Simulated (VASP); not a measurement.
# Te2Mo (P2_1/m) in VASP: single point with PBE+D3(BJ)

Aim: the single point of Te2Mo with PBE+D3(BJ).

All numbers are computed with VASP 6.6.1; they aren't measurements. Logs are shortened: lines on timing, memory, paths and dates and some standing lists are left out, and cuts for length are marked.

### Step 1. The structure

Symmetry: P2_1/m, No. 11, monoclinic system. Conventional cell: a = 6.339 Å, b = 3.468 Å, c = 13.271 Å, α = 90.00°, β = 93.28°, γ = 90.00°. Te (site symmetry m) has 3 Mo at 2.70 to 2.71 Å as nearest neighbours. Te (site symmetry m) has 3 Mo at 2.78 to 2.80 Å as nearest neighbours. Te (site symmetry m) is surrounded by 3 Mo at 2.70 Å. Around Te (site symmetry m) lie 3 Mo at 2.78 to 2.80 Å. Mo (site symmetry m) is surrounded by 6 Te at 2.70 to 2.80 Å and 2 Mo at 2.89 Å. Around Mo (site symmetry m) lie 6 Te at 2.70 to 2.80 Å and 2 Mo at 2.89 Å.

### Step 2. Single point, PBE+D3(BJ)

INCAR reads:

```
PREC = Accurate
ENCUT = 520
EDIFF = 1E-7
ISMEAR = 0
SIGMA = 0.05
LREAL = F
LASPH = T
NELM = 100
ALGO = Fast
ISIF = 2
LWAVE = F
LCHARG = T
GGA = PE
IVDW = 12
LELF = T
LVHAR = T
NBANDS = 64
```

KPOINTS reads:

```
Automatic mesh
0
Gamma
  4 6 2
```

POSCAR reads:

```
Te2Mo
1.0
    6.3387408404      0.0000000000      0.0442607466
    0.0000000000      3.4679753858      0.0000000000
   -0.8514163248      0.0000000000     13.2436475547
Te Mo
8 4
Direct
    0.5608273524      0.7500000000      0.3449158475
    0.4391726476      0.2500000000      0.6550841525
    0.5849539072      0.2500000000      0.1065809417
    0.4150460928      0.7500000000      0.8934190583
    0.0916881623      0.7500000000      0.1555117320
    0.9083118377      0.2500000000      0.8444882680
    0.0574125587      0.2500000000      0.3930693193
    0.9425874413      0.7500000000      0.6069306807
    0.3192114314      0.7500000000      0.5064845296
    0.6807885686      0.2500000000      0.4935154704
    0.1825795145      0.2500000000      0.0077657779
    0.8174204855      0.7500000000      0.9922342221
```

Potentials or basis: VASP PAW PBE potentials, release 64 (Te, Mo_sv).

Launch:

```console
> cat potpaw_PBE.64/Te/POTCAR potpaw_PBE.64/Mo_sv/POTCAR > POTCAR
> mpirun -np 1 vasp_std > vasp.out
```

OUTCAR:

```text
PREC = Accurate
   ENCUT = 520
   EDIFF = 1E-7
   ISMEAR = 0
   LREAL = F
   LASPH = T
   NELM = 100
   ISIF = 2
   GGA = PE
   IVDW = 12
 IVDW          = 12

 ion  position               nearest neighbor table
   1  0.561  0.750  0.345-  10 2.70  10 2.70   9 2.71   3 3.62   3 3.62   7 3.62   7 3.62
   2  0.439  0.250  0.655-   9 2.70   9 2.70  10 2.71   4 3.62   4 3.62   8 3.62   8 3.62
   3  0.585  0.250  0.107-  12 2.78  12 2.78  11 2.80   4 3.44   4 3.44   1 3.62   1 3.62   5 3.67
                             5 3.67   5 3.68   5 3.68
   4  0.415  0.750  0.893-  11 2.78  11 2.78  12 2.80   3 3.44   3 3.44   2 3.62   2 3.62   6 3.67
                             6 3.67   6 3.68   6 3.68
   5  0.092  0.750  0.156-  12 2.70  11 2.70  11 2.70   7 3.62   7 3.62   3 3.67   3 3.67   3 3.68
                             3 3.68
   6  0.908  0.250  0.844-  11 2.70  12 2.70  12 2.70   8 3.62   8 3.62   4 3.67   4 3.67   4 3.68
                             4 3.68
   7  0.057  0.250  0.393-   9 2.78   9 2.78  10 2.80   8 3.44   8 3.44   5 3.62   5 3.62   1 3.62
                             1 3.62
   8  0.943  0.750  0.607-  10 2.78  10 2.78   9 2.80   7 3.44   7 3.44   6 3.62   6 3.62   2 3.62
                             2 3.62
   9  0.319  0.750  0.506-   2 2.70   2 2.70   1 2.71   7 2.78   7 2.78   8 2.80  10 2.89  10 2.89

  10  0.681  0.250  0.494-   1 2.70   1 2.70   2 2.71   8 2.78   8 2.78   7 2.80   9 2.89   9 2.89

  11  0.183  0.250  0.008-   6 2.70   5 2.70   5 2.70   4 2.78   4 2.78   3 2.80  12 2.89  12 2.89

  12  0.817  0.750  0.992-   5 2.70   6 2.70   6 2.70   3 2.78   3 2.78   4 2.80  11 2.89  11 2.89

  LATTYP: Found a simple monoclinic cell.
 ALAT       =     6.3388953656
 B/A-ratio  =     0.5470945939
 C/A-ratio  =     2.0935804704
 COS(beta)  =    -0.0571866285

  Lattice vectors:

 A1 = (   6.3387408404,   0.0000000000,   0.0442607466)
 A2 = (   0.0000000000,   3.4679753858,   0.0000000000)
 A3 = (  -0.8514163248,   0.0000000000,  13.2436475547)

Analysis of symmetry for initial positions (statically):
=====================================================================
 Subroutine PRICEL returns:
 Original cell was already a primitive cell.

 Routine SETGRP: Setting up the symmetry group for a
 simple monoclinic supercell.

 Subroutine GETGRP returns: Found  4 space group operations
 (whereof  2 operations were pure point group operations)
 out of a pool of  4 trial point group operations.

The static configuration has the point symmetry S_2 .
 The point group associated with its full space group is C_2h.

Analysis of symmetry for dynamics (positions and initial velocities):
=====================================================================
 Subroutine PRICEL returns:
 Original cell was already a primitive cell.

 Routine SETGRP: Setting up the symmetry group for a
 simple monoclinic supercell.

 Subroutine GETGRP returns: Found  4 space group operations
 (whereof  2 operations were pure point group operations)
 out of a pool of  4 trial point group operations.

The dynamic configuration has the point symmetry S_2 .
 The point group associated with its full space group is C_2h.

 Subroutine INISYM returns: Found  4 space group operations
 (whereof  2 operations are pure point group operations),
 and found     1 'primitive' translations

----------------------------------------------------------------------------------------

                                     Primitive cell

  volume of cell :     291.2605

  direct lattice vectors                    reciprocal lattice vectors
     6.338740840  0.000000000  0.044260747     0.157689252  0.000000000  0.010137630
     0.000000000  3.467975386  0.000000000     0.000000000  0.288352681  0.000000000
    -0.851416325  0.000000000 13.243647555    -0.000527003  0.000000000  0.075474019

  length of vectors
     6.338895366  3.467975386 13.270987541     0.158014783  0.288352681  0.075475858

  position of ions in fractional coordinates (direct lattice)
     0.560827352  0.750000000  0.344915847
     0.439172648  0.250000000  0.655084153
     0.584953907  0.250000000  0.106580942
     0.415046093  0.750000000  0.893419058
     0.091688162  0.750000000  0.155511732
     0.908311838  0.250000000  0.844488268
     0.057412559  0.250000000  0.393069319
     0.942587441  0.750000000  0.606930681
     0.319211431  0.750000000  0.506484530
     0.680788569  0.250000000  0.493515470
     0.182579514  0.250000000  0.007765778
[... 30 lines left out ...]
    -0.000263502  0.000000000  0.037737009     0.000000000  0.000000000  0.500000000

  Length of vectors
     0.039503696  0.048058780  0.037737929

  Shift w.r.t. Gamma in fractional coordinates (k-lattice)
     0.000000000  0.000000000  0.000000000

 Subroutine IBZKPT returns following result:
 ===========================================

 Found     24 irreducible k-points:

 Following reciprocal coordinates:
            Coordinates               Weight
  0.000000  0.000000  0.000000      1.000000
  0.250000  0.000000  0.000000      2.000000
  0.500000  0.000000  0.000000      1.000000
  0.000000  0.166667  0.000000      2.000000
  0.250000  0.166667  0.000000      4.000000
  0.500000  0.166667  0.000000      2.000000
[... 16 lines left out ...]
  0.250000  0.500000  0.500000      2.000000
  0.500000  0.500000  0.500000      1.000000
   k-points           NKPTS =     24   k-points in BZ     NKDIM =     24   number of bands    NBANDS=     64
   number of dos      NEDOS =    301   number of ions     NIONS =     12
   total plane-waves  NPLWV = 134400
   dimension x,y,z NGX =    48 NGY =   28 NGZ =  100
   dimension x,y,z NGXF=    96 NGYF=   56 NGZF=  200
   ions per type =               8   4
   NGX,Y,Z   is equivalent  to a cutoff of  12.59, 13.42, 12.53 a.u.
   NGXF,Y,Z  is equivalent  to a cutoff of  25.18, 26.84, 25.05 a.u.
 SYSTEM =  unknown system
   PREC   = accura    normal or accurate (medium, high low for compatibility)
   ISTART =      0    job   : 0-new  1-cont  2-samecut
   ICHARG =      2    charge: 1-file 2-atom 10-const
   ISPIN  =      1    spin polarized calculation?
   LNONCOLLINEAR =      F non collinear calculations
   LSORBIT =      F    spin-orbit coupling
   LASPH  =      T    aspherical Exc in radial PAW
   ENCUT  =  520.0 eV  38.22 Ry    6.18 a.u.  11.79  6.45 24.68*2*pi/ulx,y,z
   NELM   =    100;   NELMIN=  2; NELMDL= -5     # of ELM steps
   EDIFF  = 0.1E-06   stopping-criterion for ELM
   LREAL  =      F    real-space projection
   EDIFFG = 0.1E-05   stopping-criterion for IOM
   NSW    =      0    number of steps for IOM
   IBRION =     -1    ionic relax: 0-MD 1-quasi-New 2-CG
   NFREE  =      0    steps in history (QN), initial steepest desc. (CG)
   ISIF   =      2    stress and relaxation
   ISYM   =      2    0-nonsym 1-usesym 2-fastsym
   POTIM  = 0.5000    time-step for ionic-motion
   TEBEG  =    0.0;   TEEND  =   0.0 temperature during run
   PSTRESS=    0.0 pullay stress
   NELECT =     104.0000    total number of electrons
   NUPDOWN=      -1.0000    fix difference up-down
   EMIN   =  10.00;   EMAX   =-10.00  energy-range for DOS
   EFERMI =   0.00;   METHOD = LEGACY
   ISMEAR =     0;   SIGMA  =   0.05  broadening in eV -4-tet -1-fermi 0-gaus
   EFERMI_NEDOS =   21; number of points for ismear=-14 and -15
   IALGO  =     68    algorithm
   IMIX   =      4    mixing-type and parameters
     AMIX     =   0.40;   BMIX     =  1.00
     AMIX_MAG =   1.60;   BMIX_MAG =  1.00
  volume/ion in A,a.u.               =      24.27       163.79
  Fermi-wavevector in a.u.,A,eV,Ry     =   1.161427  2.194780 18.353087  1.348914
  Thomas-Fermi vector in A             =   2.298000
   LORBIT       =      0    0 simple, 1 ext, 2 COOP (PROOUT), +10 PAW based schemes
   GGA     = PE    functional components
   LHFCALC =     F    Hartree Fock is set to
   AEXX    =    0.0000 exact exchange contribution
   IVDW    =    12    specifies the selected vdW correction
   LEPSILON=     F    determine dielectric tensor
   LRPA    =     F    only Hartree local field effects (RPA)
 non-spin polarized calculation
 RMM-DIIS sequential band-by-band and
 Gauss-broadening in eV      SIGMA  =   0.05
  energy-cutoff  :      520.00
  volume of cell :      291.26
 maximum number of plane-waves:      7892
 NGX is ok and might be reduce to    48
   NGX = 23   NGY = 13   NGZ = 49

 number of electron     103.9999991 magnetization

 Free energy of the ion-electron system (eV)
  ---------------------------------------------------
  ext. energy  EPLUGINS =         0.00000000
  ---------------------------------------------------
  free energy    TOTEN  =       -71.60595775 eV

  energy without entropy =      -71.59916698  energy(sigma->0) =      -71.60256236

 E-fermi :   8.8828     XC(G=0): -10.6167

 val. band max:        8.8824245039   @ k =  -0.0000   0.1667   0.5000
 cond. band min:       8.8956894448   @ k =   0.2500   0.1667   0.0000
 fundamental gap:      0.0132649408
 Fermi energy:         8.8827873109

 k-point     1 :       0.0000    0.0000    0.0000
  band No.  band energies     occupation
      1     -52.2629      2.00000
      2     -52.2224      2.00000
      3     -52.2031      2.00000
      4     -52.1633      2.00000
      5     -26.5303      2.00000
      6     -26.4887      2.00000
[... 1597 lines left out ...]
     63      11.0793      0.00000
     64      11.0794      0.00000

------------------------ aborting loop because EDIFF is reached ----------------------------------------

 Edisp (eV)   -6.62036

 E8    (eV) :    -3.0518

  FORCE on cell =-STRESS in cart. coord.  units (eV):
  Direction    XX          YY          ZZ          XY          YZ          ZX
  --------------------------------------------------------------------------------------
  -------------------------------------------------------------------------------------
  Total       0.09668     0.04195     0.00997     0.00000     0.00000     0.01233
  in kB       0.53180     0.23074     0.05482     0.00000     0.00000     0.06782
  external pressure =        0.27 kB  Pullay stress =        0.00 kB

 VOLUME and BASIS-vectors are now :
 -----------------------------------------------------------------------------
  energy-cutoff  :      520.00
  volume of cell :      291.26
      direct lattice vectors                 reciprocal lattice vectors
     6.338740840  0.000000000  0.044260747     0.157689252  0.000000000  0.010137630
     0.000000000  3.467975386  0.000000000     0.000000000  0.288352681  0.000000000
    -0.851416325  0.000000000 13.243647555    -0.000527003  0.000000000  0.075474019

 POSITION                                       TOTAL-FORCE (eV/Angst)
 -----------------------------------------------------------------------------------
      3.26127      2.60098      4.59277        -0.005435     -0.000000     -0.000421
      2.22605      0.86699      8.69514         0.005435     -0.000000      0.000421
      3.61713      0.86699      1.43741         0.005421      0.000000      0.014215
      1.87020      2.60098     11.85050        -0.005421     -0.000000     -0.014215
      0.44878      2.60098      2.06360         0.016826     -0.000000      0.008855
      5.03854      0.86699     11.22431        -0.016826     -0.000000     -0.008855
      0.02926      0.86699      5.20821        -0.001542     -0.000000     -0.003919
      5.45807      2.60098      8.07970         0.001542     -0.000000      0.003919
      1.59217      2.60098      6.72183        -0.006851     -0.000000     -0.013014
      3.89516      0.86699      6.56608         0.006851     -0.000000      0.013014
      1.15071      0.86699      0.11093         0.014017     -0.000000     -0.014488
      4.33661      2.60098     13.17698        -0.014017     -0.000000      0.014488
 -----------------------------------------------------------------------------------
    total drift:                                0.000000     -0.000000     -0.000000

  FREE ENERGIE OF THE ION-ELECTRON SYSTEM (eV)
  ---------------------------------------------------
  free  energy   TOTEN  =       -78.2263150274 eV

  energy  without entropy=      -78.2195242603  energy(sigma->0) =      -78.22291964
```

Wall time 7.7 min (1 thread of Intel Xeon Platinum 8488C (Sapphire Rapids), shared host); peak memory 0.57 GiB.

Results:

```
Free energy                : -78.2263 eV
Pressure                   : 0.0 GPa
Largest force              : 0.020 eV/Å
Band gap on the k mesh     : none (metal or under the smearing width)
Dispersion energy per atom : -0.552 eV
```

Forces in eV/Å, atoms in the order of the input:
```
Te  -0.005  0.000  0.000
Te   0.005  0.000  0.000
Te   0.005  0.000  0.014
Te  -0.005  0.000 -0.014
Te   0.017  0.000  0.009
Te  -0.017  0.000 -0.009
Te  -0.002  0.000 -0.004
Te   0.002  0.000  0.004
Mo  -0.007  0.000 -0.013
Mo   0.007  0.000  0.013
Mo   0.014  0.000 -0.014
Mo  -0.014  0.000  0.014
```

Caveat: pairwise dispersion overbinds metals, which lowers pressure and volume.
